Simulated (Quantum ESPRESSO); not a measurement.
La2O3:

```
La O
1.0
     3.93078    0.00000    0.00000
    -1.96539    3.40415    0.00000
     0.00000    0.00000    6.11195
La O
2 3
Cartesian
  0.0000 2.2694 1.5050
  1.9654 1.1347 4.6070
  0.0000 0.0000 0.0000
  0.0000 2.2694 3.9477
  1.9654 1.1347 2.1643
```

The cell is a database's computed one.

* Program: Quantum ESPRESSO 7.5
* Task: phonons
* Functional: PBE
* Potentials or basis: GBRV 1.5 PBE
* Cutoff: 612 eV
* Density cutoff: 4898 eV
* k mesh: 4 × 4 × 4, shifted
* Occupations: fermi-dirac, width 0.05 eV
* Spin: no spin polarisation
* Mixing beta: 0.5
* Most SCF iterations: 120
* SCF threshold: 1e-09 Ry

The cell and the atoms were relaxed first, to 16.68 Å³/atom (a = 3.944 Å, b = 3.944 Å, c = 6.193 Å, α = 90.00°, β = 90.00°, γ = 120.00°), and the response was taken there.

The first run showed a gap, so the response started from a second, tighter run with fixed occupations.

**Question.** Which infrared line is the strongest?

**Answer.** The Eu mode at 166 cm⁻¹, with 46.5 (D/Å)²/amu summed over its components.

Optical modes at Γ, degenerate ones joined, polar ones without the macroscopic field:
| cm⁻¹ | components | symmetry | active in | IR intensity, summed ((D/Å)²/amu) |
| --- | --- | --- | --- | --- |
| 98 | 2 | Eg | Raman | 0.00 |
| 166 | 2 | Eu | IR | 46.48 |
| 175 | 1 | A2u | IR | 30.36 |
| 181 | 1 | A1g | Raman | 0.00 |
| 347 | 2 | Eu | IR | 33.38 |
| 382 | 1 | A1g | Raman | 0.00 |
| 382 | 2 | Eg | Raman | 0.00 |
| 427 | 1 | A2u | IR | 2.35 |

Zone-centre frequencies without and with the macroscopic field along z (cm⁻¹):
|  | optical modes in rising order |
| --- | --- |
| without | 98 98 166 166 175 181 347 347 382 382 382 427 |
| with the field | 98 98 166 166 181 347 347 382 382 382 387 493 |

Caveat: the k mesh is coarse (spacing up to 0.46 Å⁻¹), so the values aren't converged.
